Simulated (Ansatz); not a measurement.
Level of theory: DFT PBE, scalar-relativistic, plane waves, PAW in Ansatz. Settings: cutoff 420 eV, Γ-centred meshes spaced at most about 0.3 Å⁻¹, and about 0.25 Å⁻¹ or finer for metals (2π included), Gaussian smearing. No spin polarisation.

All energies are static (0 K, no zero-point motion).

Task: Which of these relaxed structures of TaN is the lowest in energy?
A.

```xyz
6
Lattice="5.2257 0.0000 0.0000 -2.6128 4.5256 0.0000 0.0000 0.0000 2.9223" Properties=species:S:1:pos:R:3 pbc="T T T"
Ta    0.0000    0.0000    0.0000
Ta    0.0000    3.0171    1.4612
Ta    2.6128    1.5085    1.4612
N     2.0512    0.0000    0.0000
N     1.5872    2.7492    0.0000
N    -1.0256    1.7764    0.0000
```

B.

```xyz
2
Lattice="0.0000 2.2086 2.2086 2.2086 0.0000 2.2086 2.2086 2.2086 0.0000" Properties=species:S:1:pos:R:3 pbc="T T T"
Ta    2.2086    2.2086    2.2086
N     0.0000    0.0000    0.0000
```

C.

```xyz
6
Lattice="5.2636 0.0000 0.0000 -2.6318 4.5584 0.0000 0.0000 0.0000 2.9218" Properties=species:S:1:pos:R:3 pbc="T T T"
Ta    0.0000    0.0000    0.0000
Ta    0.0000    3.0389    1.4609
Ta    2.6318    1.5195    1.4609
N     2.6318    0.0000    0.0000
N     1.3159    2.2792    0.0000
N    -1.3159    2.2792    0.0000
```

D.

```xyz
4
Lattice="3.1522 0.0000 0.0000 -1.5761 2.7299 0.0000 0.0000 0.0000 6.1043" Properties=species:S:1:pos:R:3 pbc="T T T"
Ta    0.0000    1.8199    0.1559
Ta    1.5761    0.9100    3.2080
N     0.0000    1.8199    2.1333
N     1.5761    0.9100    5.1854
```

Result: A. The next of these, B, lies 0.34 eV/atom higher. Forms: A P-62m; B rock salt type, Fm-3m; D wurtzite type, P6_3mc; C P6/mmm. Counting N atoms around Ta (those within 1.25 times the shortest such distance or 1.15 times the sum of covalent radii; a slash parts the counts of unlike sites): A has Ta 3/6; B has Ta 6; D has Ta 4; C has Ta 6. Origin: A, reached from a Materials Project cell; B, reached from a cell as deposited in COD, among other starts; C, reached from a cell as deposited in COD; D, invented, matching a COD cell.

Spin–orbit coupling, which can matter for Ta, is left out. Cells relaxed within their symmetry can be saddle points. Some candidate types were left out of the draw beforehand, so a known form may be missing.
